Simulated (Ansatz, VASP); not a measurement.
Two plane-wave programs on SiC

```
Si C
1.0
     4.91394    0.00000    0.00000
    -2.45697    4.25560    0.00000
     0.00000    0.00000    2.99521
Si C
3 3
Direct
  0.61476 0.00000 0.66667
  0.00000 0.61476 0.33333
  0.38524 0.38524 0.00000
  0.37224 0.00000 0.16667
  0.00000 0.37224 0.83333
  0.62776 0.62776 0.50000
```

Alike in both runs: functional PBE; k mesh 6 × 6 × 10; occupations gaussian, width 0.02 eV; no spin polarisation.

Ansatz relaxed the structure, and its values are those at the end. VASP's run is a single point on that final structure, the one shown.

|  | VASP | Ansatz |
| --- | --- | --- |
| version | VASP 6.6.1 | Ansatz 0.2.0 |
| potentials or method | VASP PAW PBE potentials, release 64 (Si, C) | scalar-relativistic, plane waves, PAW |
| plane-wave cutoff (eV) | 520 | 420 |
| valence electrons in the cell | 24 | 24 |

```csv
,VASP,Ansatz,Ansatz less VASP
gap on the k mesh at the Fermi level (eV),1.21,1.21,+0.007
least direct gap on the mesh (eV),2.98,2.98,+0.004
pressure (GPa),0.0,0.0,0.00
```

A k mesh can miss the band edges. Expect the measured gap to be larger: semilocal functionals such as PBE lack the derivative discontinuity.
